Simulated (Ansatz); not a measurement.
An Ansatz (a first-principles code) input (Kohn–Sham DFT with the PBE-D3(BJ) functional, run in Ansatz with PAW and 420 eV plane waves, scalar-relativistic without spin-orbit coupling):

Ansatz 0.2 input:
```yaml
crystal:
  lattice:
    - [2.1380504942, 1.2344040284, 9.9416088803]
    - [-6.4141514826, 3.7032120851, 0]
    - [0, -7.4064241702, 0]
  atoms:
    - { symbol: Sb, position: [0.1971715262, 0.7323905087, 0.0657238421] }
    - { symbol: Sb, position: [0.1971715262, 0.0657238421, 0.7323905087] }
    - { symbol: Sb, position: [0.1971715262, 0.3990571754, 0.3990571754] }
    - { symbol: Sb, position: [0.8028284738, 0.9342761579, 0.2676094913] }
    - { symbol: Sb, position: [0.8028284738, 0.2676094913, 0.9342761579] }
    - { symbol: Sb, position: [0.8028284738, 0.6009428246, 0.6009428246] }
    - { symbol: Te, position: [0, 0.3333333333, 0.6666666667] }
    - { symbol: Te, position: [0, 0.6666666667, 0.3333333333] }
    - { symbol: Te, position: [0, 0, 0] }
    - { symbol: Te, position: [0.6304978716, 0.5434992905, 0.8768326239] }
    - { symbol: Te, position: [0.6304978716, 0.8768326239, 0.5434992905] }
    - { symbol: Te, position: [0.6304978716, 0.2101659572, 0.2101659572] }
    - { symbol: Te, position: [0.3695021284, 0.1231673761, 0.4565007095] }
    - { symbol: Te, position: [0.3695021284, 0.4565007095, 0.1231673761] }
    - { symbol: Te, position: [0.3695021284, 0.7898340428, 0.7898340428] }
    - { symbol: H, position: [0.5, 0.1666666667, 0.8333333333] }
basis: { ecutwfc: 420, ecutrho_ratio: 4, xc_grid: 2, fft_grid_basis: typed }
kpoints: { mp_grid: { grid: [3, 4, 4] } }
hamiltonian:
  xc: pbe
  dispersion: d3bj
  pseudopotentials: { kind: paw }
scf: { occupations: { method: fermi_dirac, width: 0.05 }, convergence: { dr2_threshold: 0.0000000016 } }
relax: { f_tol: 0.02, max_steps: 45 }
output: { forces: true, stress: true }
checkpoint: { write: state.ck, write_every: 1000 }
```

Q: Which symmetry and how many k-points will the program report, and about how many plane waves at Γ?

A: Space group C2/m (ITA 12) with 4 operations, k-points 17 of 48, and 9271 plane waves at Γ.

Q: And the final pressure?

A: -0.26 GPa (compression positive).

The cell is small, so the values are those of an ordered compound at a high defect concentration; dilute-limit values will differ. The mesh was chosen for an insulator and is coarse for the gapless case. The defect started on the symmetric site and kept its symmetry, so it may sit on a saddle. All final runs are without spin polarisation. The cell was made from Sb$_{2}$Te$_{3}$ in the Bi2Te3 type structure (space group R-3m, No. 166) by this change: H interstitial (started 2.79 Å from the nearest host atom). The defect cell is not spin-polarised.
